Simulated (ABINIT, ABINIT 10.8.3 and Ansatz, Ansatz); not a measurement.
# Excitons of NaI (Fm-3m): kernels and approximations

Wanted: excitons and ε₂ of NaI (Fm-3m), with cost.

Main program and level: ABINIT 10.8.3 and Ansatz 0.2.0; PBE and many-body steps on it, plane waves.

Most raw output is cut from this account.

## (1) The starting structure

The structure is cubic, space group Fm-3m (No. 225). Conventional cell: a = 6.473 Å, b = 6.473 Å, c = 6.473 Å, α = 90.00°, β = 90.00°, γ = 90.00°. Nearest to Na lie 6 I at 3.24 Å. Nearest to I lie 6 Na at 3.24 Å. Farther neighbours and most contacts between anions are not listed.

The cell and positions come from the Crystallography Open Database and are kept as given unless a step says otherwise. Spin-orbit coupling is left out unless a step names it.

## (2) Empty states on the mesh, 4×4×4 mesh, 58 bands

This step: ABINIT 10.8.3; DFT, PBE, plane waves, norm-conserving pseudopotentials.

The sums over transitions need many empty states on a uniform mesh; this step solves for them.

Input file run.abi:

```
acell 3*1.0 Angstrom
rprim 
  0.000000000000 3.236400000000 3.236400000000
  3.236400000000 -0.000000000000 3.236400000000
  3.236400000000 3.236400000000 -0.000000000000
ntypat 2
znucl 11 53
natom 2
typat 1 2
xred 
  0.000000000000 0.000000000000 0.000000000000
  0.500000000000 0.500000000000 0.500000000000
pp_dirpath "pseudos"
pseudos "Na.upf, I.upf"
ecut 38
ngkpt 4 4 4
nshiftk 1
shiftk 0 0 0
kptopt 1
chksymbreak 0
iscf -2
irdden 1
istwfk *1
nband 58
nbdbuf 4
tolwfr 1e-09
nstep 60
prtvol 0
indata_prefix "in"
outdata_prefix "out"
tmpdata_prefix "tmp"
```

Started as:

```console
> OMP_NUM_THREADS=1 mpirun -n 4 abinit run.abi > log
```

Wall time 16 s (4 MPI ranks of Arm Neoverse V1, shared host); peak memory 0.31 GiB; 62 s of CPU time.

Numbers from this step:

| Property | Result |
| --- | --- |
| gap | 3.639 eV |
| k of the valence top | 0, 0, 0 |
| k of the conduction bottom | 0, 0, 0 |
| least direct gap | 3.639 eV |
| k points computed | 8 |
| lowest point of the top converged band, above the valence top | 38.78 eV |

On this mesh the gap is 3.639 eV.

The density comes from a self-consistent run that is not shown.

## (3) Screening, 4×4×4 mesh, 54 bands, screening to 98 eV

The RPA dielectric matrix is built and inverted for each q.

This step: RPA screening on PBE, plane waves, norm-conserving pseudopotentials.

run.abi: that of step 2 with these lines changed.

```diff
@@ -20,10 +20,11 @@
 chksymbreak 0
-iscf -2
-irdden 1
 istwfk *1
-nband 58
-nbdbuf 4
-tolwfr 1e-09
-nstep 60
-prtvol 0
+occopt 1
+irdwfk 1
+optdriver 3
+nband 54
+ecuteps 3.6
+inclvkb 2
+awtr 1
+symchi 1
 indata_prefix "in"
```

Wall time 10 s (4 MPI ranks); peak memory 0.76 GiB; 41 s of CPU time.

This step gave:

```yaml
eps_infinity_with_local_fields_on_this_mesh_along_the_program_s_q_direction: 3.229
the_same_without_local_fields: 3.929
plasma_frequency: 18.04 eV
plane_waves_in_the_screening_matrix: 169
```

Local fields lower ε∞ by 18 %.

## (4) Self-energy, 4×4×4 mesh, 54 bands, screening to 98 eV

The self-energy is evaluated for the states that the input lists, and the levels follow from it, in one-shot runs by the linearised quasiparticle equation.

This step: G0W0 on PBE, plane waves, norm-conserving pseudopotentials.

run.abi: that of step 3 with these lines changed.

```diff
@@ -23,8 +23,15 @@
 irdwfk 1
-optdriver 3
+optdriver 4
 nband 54
+gwcalctyp 0
+ecutsigx 38
+symsigma 1
+nkptgw 1
+kptgw 
+  0.0000000000 0.0000000000 0.0000000000
+bdgw 
+  6 12
 ecuteps 3.6
-inclvkb 2
-awtr 1
-symchi 1
+irdscr 1
+ppmodel 1
 indata_prefix "in"
```

Run time: 4.1 s. Hardware: 4 MPI ranks; peak memory 0.68 GiB.

This step gave:

```yaml
g0w0_gap_on_the_points_computed: 5.389 eV
starting_gap_on_the_mesh: 3.639 eV
k_of_the_valence_top: 0, 0, 0
k_of_the_conduction_bottom: 0, 0, 0
least_direct_g0w0_gap_on_the_computed_points: 5.389 eV
```

The gap on the mesh goes from 3.64 eV to 5.39 eV, a correction of +1.75 eV.

The gap opens by 1.750 eV; the next steps shift the empty bands rigidly by 1.750 eV.

## (5) Excitons

Light makes an electron and a hole together. The Bethe-Salpeter equation adds their screened attraction and their exchange, in a window of bands around the gap.

This step: Bethe-Salpeter equation on PBE with a scissors shift, plane waves, norm-conserving pseudopotentials.

run.abi: that of step 4 with these lines changed.

```diff
@@ -23,15 +23,17 @@
 irdwfk 1
-optdriver 4
-nband 54
-gwcalctyp 0
-ecutsigx 38
-symsigma 1
-nkptgw 1
-kptgw 
-  0.0000000000 0.0000000000 0.0000000000
-bdgw 
-  6 12
+optdriver 99
+bs_calctype 1
+mbpt_sciss 1.750 eV
+bs_loband 6
+nband 12
+bs_exchange_term 1
+bs_coulomb_term 11
+bs_coupling 0
+bs_algorithm 1
+bs_freq_mesh 0 11 0.1 eV
+zcut 0.15 eV
 ecuteps 3.6
+ecutwfn 19
+inclvkb 2
 irdscr 1
-ppmodel 1
 indata_prefix "in"
```

Wall time 17 s (4 MPI ranks); peak memory 0.38 GiB.

Numbers from this step:

```
direct gap of the transition levels                            : 5.389 eV
transitions in the window                                      : 768
first strong exciton (over a fiftieth of the strongest listed) : 4.586 eV
lowest state                                                   : 4.586 eV
binding of the lowest state below the direct gap               : 0.8033 eV
Coulomb term of one mesh cell                                  : 0.7765 eV
```

The binding is 1.0 times the screened Coulomb term of one mesh cell (0.78 eV), so it is not shown settled.

The lowest state lies at 4.586 eV, 0.803 eV under the direct gap.

Lines within 3 meV are set at the lowest of them, and the highest group, which the list may cut short, is left out. Exciton lines, with heights relative to the strongest:

```csv
position (eV),lines merged,"oscillator strength, relative"
4.586,3,100
5.757,1,85
5.774,1,82
5.778,1,80
6.035,1,0.0
6.044,2,0.0
6.061,3,0.0
6.067,2,0.0
```

Mean over the three Cartesian directions of q; broadening 0.15 eV; transition window only. Limits: finite bands, cutoff and mesh; no spin-orbit coupling; exciton not shown settled in the k mesh. Table of ε₂ by photon energy; read off at these points:

```csv
photon energy (eV),BSE,no electron-hole interaction,"Kohn-Sham, no shift"
0.00,0,0,0
0.30,0.005,0.0029,0.0064
0.60,0.0102,0.0058,0.0131
0.90,0.0157,0.0088,0.0204
1.20,0.0217,0.012,0.0285
1.50,0.0287,0.0155,0.0381
1.80,0.0367,0.0193,0.0499
2.10,0.0467,0.0237,0.0655
2.40,0.0592,0.0286,0.0877
2.70,0.0760,0.0344,0.124
2.90,0.0907,0.0390,0.166
3.20,0.122,0.0471,0.320
3.50,0.174,0.0574,1.22
3.80,0.278,0.0713,1.13
4.10,0.564,0.0913,0.497
4.40,2.10,0.124,0.594
4.60,5.05,0.160,0.901
4.70,3.39,0.188,1.22
5.00,1.11,0.381,5.27
5.30,1.47,1.63,5.55
5.60,5.60,0.892,4.52
5.80,11.9,0.524,5.48
5.90,7.37,0.493,7.36
6.20,3.20,0.650,6.10
6.50,2.72,1.47,7.22
6.80,3.45,6.40,4.35
7.00,6.96,5.68,2.72
7.10,5.99,5.46,3.09
7.40,4.35,4.98,3.49
7.70,3.07,9.04,5.99
8.00,1.88,5.86,5.12
8.20,2.38,7.10,5.75
8.50,2.25,4.66,5.36
8.80,4.95,2.80,5.84
8.90,5.04,3.58,5.01
9.10,3.62,3.85,2.99
9.40,3.27,5.55,2.00
9.70,4.25,5.06,2.25
9.90,4.78,6.11,1.26
10.00,4.05,5.24,0.833
10.30,3.35,4.98,0.424
10.60,2.79,5.67,0.341
10.90,4.64,2.88,0.170
```

## (6) Triplet (no exchange term)

run.abi: that of step 5 with these lines changed.

```diff
@@ -27,4 +27,4 @@
 bs_loband 6
-nband 12
-bs_exchange_term 1
+nband 10
+bs_exchange_term 0
 bs_coulomb_term 11
@@ -32,3 +32,3 @@
 bs_algorithm 1
-bs_freq_mesh 0 11 0.1 eV
+bs_freq_mesh 0 9 0.05 eV
 zcut 0.15 eV
```

Wall time 5.9 s (4 MPI ranks); peak memory 0.35 GiB.

The lowest triplet lies at 4.566 eV; without spin-orbit coupling triplets are dark, so no spectrum is read.

## (7) Beyond Tamm-Dancoff

run.abi: that of step 6 with these lines changed.

```diff
@@ -28,5 +28,5 @@
 nband 10
-bs_exchange_term 0
+bs_exchange_term 1
 bs_coulomb_term 11
-bs_coupling 0
+bs_coupling 1
 bs_algorithm 1
```

The job ended after 11 s (4 MPI ranks; peak memory 0.37 GiB; 45 s of CPU time).

This step gave:

```
direct gap of the transition levels              : 5.389 eV
transitions in the window                        : 384
lowest state                                     : 4.59 eV
binding of the lowest state below the direct gap : 0.7990 eV
Coulomb term of one mesh cell                    : 0.7765 eV
```

The binding is 1.0 times the screened Coulomb term of one mesh cell (0.78 eV), so it is not shown settled.

The lowest state lies at 4.590 eV, 0.799 eV under the direct gap.

The ε₂ has structure finer than the step of the table below, so its rows give means over 0.25 eV, whole bins alone (the curve runs from 0 to 9 eV). Peaks (eV: height): BSE 4.600: 4.67, 5.800: 11.2, 7.000: 6.62, 8.800: 3.92; no electron-hole interaction 5.400: 2.14, 6.850: 6.72, 7.750: 10.2, 8.250: 7.14; Kohn-Sham, no shift 3.650: 2.14, 5.100: 6.72, 6.000: 10.2, 6.500: 7.13, 7.250: 4.14, 7.700: 4.35.

Mean over the three Cartesian directions of q; broadening 0.15 eV; transition window only. Limits: finite bands, cutoff and mesh; no spin-orbit coupling; exciton not shown settled in the k mesh. The ε₂ by photon energy; means over each step:

```csv
photon energy (eV),BSE,no electron-hole interaction,"Kohn-Sham, no shift"
0.25,0.00356,0.00207,0.00480
0.50,0.00721,0.00416,0.00974
0.75,0.0110,0.00631,0.0150
1.00,0.0151,0.00856,0.0207
1.25,0.0196,0.0109,0.0271
1.50,0.0247,0.0135,0.0346
1.75,0.0305,0.0163,0.0436
2.00,0.0373,0.0194,0.0549
2.25,0.0456,0.0229,0.0699
2.50,0.0561,0.0269,0.0915
2.75,0.0696,0.0314,0.126
3.00,0.0879,0.0369,0.194
3.25,0.114,0.0435,0.390
3.50,0.156,0.0518,1.28
3.75,0.231,0.0624,1.48
4.00,0.397,0.0769,0.578
4.25,0.957,0.0979,0.498
4.50,3.34,0.132,0.715
4.75,2.61,0.200,1.57
5.00,1.06,0.395,5.00
5.25,1.18,1.29,5.77
5.50,2.92,1.48,4.56
5.75,9.00,0.582,5.43
6.00,5.03,0.502,8.78
6.25,3.10,0.718,6.26
6.50,2.71,1.58,6.54
6.75,3.16,5.01,4.41
7.00,5.82,5.77,2.81
7.25,4.40,4.56,3.70
7.50,4.00,5.43,3.23
7.75,2.66,8.78,4.03
8.00,1.84,6.26,2.05
8.25,2.63,6.54,1.22
8.50,2.55,4.41,1.78
8.75,3.60,2.81,1.39
```

## (8) Dielectric constant by perturbation theory

This step: Ansatz 0.2.0; DFT, PBE, linear response to an electric field, plane waves, PAW.

ε∞ sets how strongly the crystal screens. Perturbation theory gives it with local fields and without a sum over empty bands.

Input file input.yaml:

```yaml
crystal:
  lattice:
    - [0.0, 3.2364, 3.2364]
    - [3.2364, 0.0, 3.2364]
    - [3.2364, 3.2364, 0.0]
  atoms:
    - { symbol: Na, position: [0.0, 0.0, 0.0] }
    - { symbol: I, position: [0.5, 0.5, 0.5] }
kpoints:
  mp_grid: { grid: [6, 6, 6] }
hamiltonian:
  xc: pbe
scf:
  occupations: { method: fixed }
dielectric: {}
```

Started as:

```console
> ansatz run input.yaml --threads 4 --pin off --max-ram 7372MiB --backend cpu --events-out ev --progress --plain --runs-dir out
```

Run time: 9.2 s. Hardware: 4 threads; peak memory 0.53 GiB; 33 s of CPU time.

The field response gives a mean ε∞ of 3.37, which the model screening below takes as its input.

## (9) Model screening

This step: ABINIT 10.8.3; Bethe-Salpeter equation on PBE with a scissors shift, plane waves, norm-conserving pseudopotentials.

run.abi: that of step 7 with these lines changed.

```diff
@@ -27,8 +27,8 @@
 bs_loband 6
-nband 10
+nband 12
 bs_exchange_term 1
-bs_coulomb_term 11
-bs_coupling 1
-bs_algorithm 1
-bs_freq_mesh 0 9 0.05 eV
+bs_coulomb_term 21
+bs_coupling 0
+bs_algorithm 2
+bs_freq_mesh 0 11 0.1 eV
 zcut 0.15 eV
@@ -37,3 +37,6 @@
 inclvkb 2
-irdscr 1
+mdf_epsinf 3.37
+irdden 1
+bs_haydock_niter 300
+bs_haydock_tol -0.02 0
 indata_prefix "in"
```

Started as:

```console
> OMP_NUM_THREADS=1 mpirun -n 4 abinit run.abi > log
```

Run time: 16 s. Hardware: 4 MPI ranks; peak memory 0.36 GiB; 65 s of CPU time.

This step gave:

```yaml
direct_gap_of_the_transition_levels: 5.389 eV
transitions_in_the_window: 768
coulomb_term_of_one_mesh_cell: 0.7432 eV
```

The ε₂ has structure finer than the step of the table below, so its rows give means over 0.25 eV, whole bins alone (the curve runs from 0 to 10.9 eV). Peaks (eV: height): BSE 4.600: 3.72, 5.900: 11.4, 7.000: 6.42, 9.900: 5.42; no electron-hole interaction 5.400: 2.16, 6.800: 6.40, 7.800: 9.86, 8.200: 7.10, 9.500: 6.15; Kohn-Sham, no shift 3.600: 2.02, 5.100: 6.75, 6.000: 10.2, 6.500: 7.22, 7.800: 5.99, 8.800: 5.84.

Mean over the three Cartesian directions of q; broadening 0.15 eV; transition window only. Limits: finite bands, cutoff and mesh; no spin-orbit coupling; exciton not shown settled in the k mesh. The ε₂ by photon energy; means over each step:

```csv
photon energy (eV),BSE,no electron-hole interaction,"Kohn-Sham, no shift"
0.25,0.00374,0.00240,0.00535
0.50,0.00752,0.00480,0.0109
0.75,0.0115,0.00730,0.0167
1.00,0.0157,0.00988,0.0230
1.25,0.0203,0.0126,0.0301
1.50,0.0254,0.0155,0.0382
1.75,0.0311,0.0187,0.0479
2.00,0.0378,0.0222,0.0600
2.25,0.0457,0.0261,0.0759
2.50,0.0555,0.0305,0.0985
2.75,0.0678,0.0356,0.134
3.00,0.0841,0.0416,0.206
3.25,0.107,0.0487,0.410
3.50,0.141,0.0576,1.28
3.75,0.200,0.0689,1.47
4.00,0.323,0.0842,0.610
4.25,0.693,0.106,0.519
4.50,2.32,0.142,0.746
4.75,2.75,0.212,1.65
5.00,1.08,0.420,4.93
5.25,0.948,1.30,5.80
5.50,1.78,1.47,4.66
5.75,6.07,0.611,5.54
6.00,8.34,0.525,8.60
6.25,4.27,0.748,6.49
6.50,3.37,1.67,6.54
6.75,3.52,4.95,4.54
7.00,5.61,5.78,3.09
7.25,4.57,4.67,3.93
7.50,4.36,5.56,4.03
7.75,3.22,8.57,5.71
8.00,2.03,6.50,5.42
8.25,2.25,6.53,5.46
8.50,2.23,4.55,5.13
8.75,3.50,3.09,5.18
9.00,4.29,3.95,3.88
9.25,3.69,4.03,2.70
9.50,3.95,5.71,2.02
9.75,4.80,5.43,1.90
10.00,4.67,5.46,0.903
10.25,3.41,5.12,0.467
10.50,3.39,5.18,0.414
10.75,4.19,3.89,0.235
```

## (10) Empty states on the mesh, 6×6×6 mesh, 22 bands

This step: DFT, PBE, plane waves, norm-conserving pseudopotentials.

Input file run.abi:

```
acell 3*1.0 Angstrom
rprim 
  0.000000000000 3.236400000000 3.236400000000
  3.236400000000 -0.000000000000 3.236400000000
  3.236400000000 3.236400000000 -0.000000000000
ntypat 2
znucl 11 53
natom 2
typat 1 2
xred 
  0.000000000000 0.000000000000 0.000000000000
  0.500000000000 0.500000000000 0.500000000000
pp_dirpath "pseudos"
pseudos "Na.upf, I.upf"
ecut 38
ngkpt 6 6 6
nshiftk 1
shiftk 0.11 0.21 0.31
kptopt 3
chksymbreak 0
iscf -2
irdden 1
istwfk *1
nband 22
nbdbuf 4
tolwfr 1e-09
nstep 60
prtvol 0
indata_prefix "in"
outdata_prefix "out"
tmpdata_prefix "tmp"
```

The job ended after 84 s (4 MPI ranks; peak memory 0.65 GiB).

This step gave:

```yaml
gap: 3.722 eV
k_of_the_valence_top: 0.0183, 0.035, 0.0517
k_of_the_conduction_bottom: 0.0183, 0.035, 0.0517
least_direct_gap: 3.722 eV
k_points_computed: 216
lowest_point_of_the_top_converged_band_above_the_valence_top: 11.84 eV
```

On this mesh the gap is 3.722 eV.

## (11) Denser, shifted k mesh (6×6×6)

This step: Bethe-Salpeter equation on PBE with a scissors shift, plane waves, norm-conserving pseudopotentials.

run.abi: that of step 10 with these lines changed.

```diff
@@ -20,10 +20,23 @@
 chksymbreak 0
-iscf -2
+istwfk *1
+occopt 1
+irdwfk 1
+optdriver 99
+bs_calctype 1
+mbpt_sciss 1.750 eV
+bs_loband 6
+nband 13
+bs_exchange_term 1
+bs_coulomb_term 21
+bs_coupling 0
+bs_algorithm 2
+bs_freq_mesh 0 11 0.1 eV
+zcut 0.15 eV
+ecuteps 3
+ecutwfn 19
+inclvkb 2
+mdf_epsinf 3.37
 irdden 1
-istwfk *1
-nband 22
-nbdbuf 4
-tolwfr 1e-09
-nstep 60
-prtvol 0
+bs_haydock_niter 300
+bs_haydock_tol -0.02 0
 indata_prefix "in"
```

It took 4.8 min on 4 MPI ranks; peak memory 2 GiB; 19 min of CPU time.

Numbers from this step:

```
direct gap of the transition levels : 5.472 eV
transitions in the window           : 3240
Coulomb term of one mesh cell       : 0.4955 eV
```

## (12) Empty states on the mesh, 6×6×6 mesh, 22 bands

This step: DFT, PBE, plane waves, norm-conserving pseudopotentials.

run.abi: that of step 11 with these lines changed.

```diff
@@ -20,23 +20,10 @@
 chksymbreak 0
+iscf -2
+irdden 1
 istwfk *1
-occopt 1
-irdwfk 1
-optdriver 99
-bs_calctype 1
-mbpt_sciss 1.750 eV
-bs_loband 6
-nband 13
-bs_exchange_term 1
-bs_coulomb_term 21
-bs_coupling 0
-bs_algorithm 2
-bs_freq_mesh 0 11 0.1 eV
-zcut 0.15 eV
-ecuteps 3
-ecutwfn 19
-inclvkb 2
-mdf_epsinf 3.37
-irdden 1
-bs_haydock_niter 300
-bs_haydock_tol -0.02 0
+nband 22
+nbdbuf 4
+tolwfr 1e-09
+nstep 60
+prtvol 0
 indata_prefix "in"
```

Run time: 84 s. Hardware: 4 MPI ranks; peak memory 0.65 GiB.

Numbers from this step:

| Item | Value |
| --- | --- |
| gap | 3.722 eV |
| k of the valence top | 0.0183, 0.035, 0.0517 |
| k of the conduction bottom | 0.0183, 0.035, 0.0517 |
| least direct gap | 3.722 eV |
| k points computed | 216 |
| lowest point of the top converged band, above the valence top | 11.84 eV |

On this mesh the gap is 3.722 eV.

## (13) Denser, shifted k mesh (6×6×6)

This step: Bethe-Salpeter equation on PBE with a scissors shift, plane waves, norm-conserving pseudopotentials.

run.abi: that of step 12 with these lines changed.

```diff
@@ -20,10 +20,23 @@
 chksymbreak 0
-iscf -2
+istwfk *1
+occopt 1
+irdwfk 1
+optdriver 99
+bs_calctype 1
+mbpt_sciss 1.750 eV
+bs_loband 6
+nband 13
+bs_exchange_term 1
+bs_coulomb_term 21
+bs_coupling 0
+bs_algorithm 2
+bs_freq_mesh 0 11 0.1 eV
+zcut 0.15 eV
+ecuteps 3
+ecutwfn 19
+inclvkb 2
+mdf_epsinf 3.37
 irdden 1
-istwfk *1
-nband 22
-nbdbuf 4
-tolwfr 1e-09
-nstep 60
-prtvol 0
+bs_haydock_niter 300
+bs_haydock_tol -0.02 0
 indata_prefix "in"
```

The job ended after 4.9 min (4 MPI ranks; peak memory 2 GiB; 19 min of CPU time).

This step gave:

```
direct gap of the transition levels : 5.472 eV
transitions in the window           : 3240
Coulomb term of one mesh cell       : 0.4955 eV
```

## (14) Negative scissors

run.abi: that of step 13 with these lines changed.

```diff
@@ -15,6 +15,6 @@
 ecut 38
-ngkpt 6 6 6
+ngkpt 4 4 4
 nshiftk 1
-shiftk 0.11 0.21 0.31
-kptopt 3
+shiftk 0 0 0
+kptopt 1
 chksymbreak 0
@@ -25,18 +25,15 @@
 bs_calctype 1
-mbpt_sciss 1.750 eV
+mbpt_sciss -3.0 eV
 bs_loband 6
-nband 13
+nband 10
 bs_exchange_term 1
-bs_coulomb_term 21
+bs_coulomb_term 11
 bs_coupling 0
-bs_algorithm 2
-bs_freq_mesh 0 11 0.1 eV
+bs_algorithm 1
+bs_freq_mesh 0 4 0.05 eV
 zcut 0.15 eV
-ecuteps 3
+ecuteps 3.6
 ecutwfn 19
 inclvkb 2
-mdf_epsinf 3.37
-irdden 1
-bs_haydock_niter 300
-bs_haydock_tol -0.02 0
+irdscr 1
 indata_prefix "in"
```

Elapsed: 6 s, on 4 MPI ranks; peak memory 0.35 GiB.

The run ended normally, though the input holds a fault or crude settings.

The fault put into this input: negative scissors.

## (15) The runs together

Times are wall times on 4 MPI ranks of Arm Neoverse V1, shared host, good to a factor of about two.

```csv
run,mesh,transitions,broadening (eV),direct gap (eV),lowest state (eV),binding (eV),mesh cell's term (eV),tallest peak (eV),height,time
excitons,4×4×4,768,0.15,5.389,4.586,0.803,0.776,5.80,11.9,17 s
triplet (no exchange term),4×4×4,384,0.15,5.389,4.566,0.823,0.776,-,-,5.9 s
beyond Tamm-Dancoff,4×4×4,384,0.15,5.389,4.590,0.799,0.776,5.80,11.2,11 s
model screening,4×4×4,768,0.15,5.389,-,-,0.743,5.90,11.4,16 s
"denser, shifted k mesh (6×6×6)",6×6×6,3240,0.15,5.472,-,-,0.495,6.40,8.56,4.8 min
"denser, shifted k mesh (6×6×6)",6×6×6,3240,0.15,5.472,-,-,0.495,6.40,8.56,4.9 min
```

## (16) Summary of results

| Item | Value |
| --- | --- |
| excitons | lowest state 4.586 eV (not settled in the k mesh) |
| triplet (no exchange term) | lowest state 4.566 eV (not settled in the k mesh) |
| beyond Tamm-Dancoff | lowest state 4.590 eV (not settled in the k mesh) |
| model screening | tallest peak 5.9 eV |
| denser, shifted k mesh (6×6×6) | tallest peak 6.4 eV |
| denser, shifted k mesh (6×6×6) | tallest peak 6.4 eV |

In words: On the 4×4×4 mesh the lowest exciton lies at 4.586 eV, 0.803 eV below the direct gap; one cell of the mesh carries a screened Coulomb term of 0.78 eV, so this binding is not shown settled. Triplet (no exchange term), against «excitons (4×4×4)»: the lowest state moves by −0.020 eV (keys changed: nband, bs_exchange_term and bs_freq_mesh). Triplets are dark. Beyond Tamm-Dancoff, against «excitons (4×4×4)»: the lowest state stays within 0.01 eV (keys changed: nband, bs_coupling and bs_freq_mesh). Model screening, against «excitons (4×4×4)»: the tallest peak goes from 5.80 eV to 5.90 eV (keys changed: bs_coulomb_term, bs_algorithm, irdscr, mdf_epsinf, irdden, bs_haydock_niter and bs_haydock_tol). Denser, shifted k mesh (6×6×6), against «model screening (4×4×4)»: the tallest peak goes from 5.90 eV to 6.40 eV (keys changed: ngkpt, shiftk, kptopt, nband, ecuteps and the band window). Denser, shifted k mesh (6×6×6), against «denser, shifted k mesh (6×6×6)»: the tallest peak stays. For «beyond Tamm-Dancoff» the program prints the energy to 0.01 eV alone, so further digits and smaller shifts mean nothing. Lines within a few meV of each other can be one level split by numerical noise, or distinct levels. Screening is static and electronic alone, and only transitions inside the band window count. The many-body steps are scalar-relativistic: spin-orbit coupling is not in them.

[Paths, hosts, dates, memory and timing lines, banners, echoed tables and standing remarks are left out of the program output.]

[Logs are printed without paths, hosts, clocks, repeated set-up lines and the standing remarks that a program may print on its own settings, such as how far it seeks lower states.]

[Runs of the session that timed out or met a known fault of the program may be left out.]

[Hosts, paths, dates, database ids (printed as entryN), source tags and the programs' standing remarks are cut or masked in the printed files.]

[G0W0 gaps are taken among the corrected bands and points alone; a level outside them can change the order at an edge.]

[Where Ansatz stands beside ABINIT at settings called matched, ABINIT's density can come from a denser mesh and the files from another edition; pairs whose starting gaps differed by over 0.03 eV were left out, so agreement reads better than it is.]
